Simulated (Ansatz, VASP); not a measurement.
**TiSi2 in VASP and in Ansatz**

```xyz
3
Lattice="2.6693 0.0000 0.0000 0.0000 5.1077 0.0000 0.0000 0.0000 3.7688" Properties=species:S:1:pos:R:3 pbc="T T T"
Ti    1.3347    2.5539    0.0000
Si    0.0000    1.2119    1.8844
Si    0.0000    3.8959    1.8844
```

Alike in both runs: functional PBE; k mesh 8 × 6 × 4; occupations gaussian, width 0.1 eV; no spin polarisation.

Ansatz relaxed the structure, and its values are those at the end. VASP's run is a single point on that final structure, the one shown.

```csv
,VASP,Ansatz
version,VASP 6.6.1,Ansatz 0.2.0
potentials or method,"VASP PAW PBE potentials, release 64 (Ti_sv, Si)","scalar-relativistic, plane waves, PAW"
plane-wave cutoff (eV),520,420
valence electrons in the cell,20,20
```

```csv
,VASP,Ansatz,Ansatz less VASP
gap on the k mesh at the Fermi level (eV),none,none,-
pressure (GPa),-0.1,0.0,+0.07
```

A gap of «none» marks a metal or a gap that the smearing closes. With one functional, cell and mesh, what is left measures potentials, basis and numerics.

Caveats: the k mesh is coarse (spacing up to 0.42 Å⁻¹), so the values aren't converged.
